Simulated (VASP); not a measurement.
# InAs: single point with PBEsol

InAs:

```
CELL_PARAMETERS angstrom
0.00000 3.04389 3.04389
3.04389 0.00000 3.04389
3.04389 3.04389 0.00000
ATOMIC_POSITIONS crystal
In 0.00000 0.00000 0.00000
As 0.25000 0.25000 0.25000
```

The cell isn't the ideal one: cell and atoms relaxed tightly for response.

* Program: VASP 6.6.1
* Task: single point
* Functional: PBEsol
* Potentials or basis: VASP PAW PBE potentials, release 64 (In_d, As)
* Cutoff: 520 eV
* k mesh: 12 × 12 × 12
* Occupations: fermi-dirac, width 0.15 eV
* Spin: no spin polarisation

- Pressure: 0.1 GPa
- Band gap on the k mesh: none (metal or under the smearing width)

Levels at points of the mesh, in eV from the Fermi level:
```tsv
k point	band 5	band 6	band 7	band 8	band 9	band 10	band 11	band 12	band 13	band 14
(0.00, 0.00, 0.00)	-14.54	-12.13	-0.75	-0.37	-0.37	-0.37	3.48	3.48	3.48	6.89
(0.50, 0.00, 0.00)	-14.53	-10.71	-6.08	-1.34	-1.34	0.46	4.24	4.24	6.32	8.43
(0.50, 0.50, 0.00)	-14.52	-10.18	-6.17	-2.65	-2.65	1.10	1.61	8.58	8.71	8.71
```

Wall time 22 s on 1 thread of Intel(R) Xeon(R) 6975P-C (Granite Rapids), on a shared host, peak memory 0.22 GiB.

Caveat: the PAW data sets were made with another functional, which shifts forces and pressure a little.
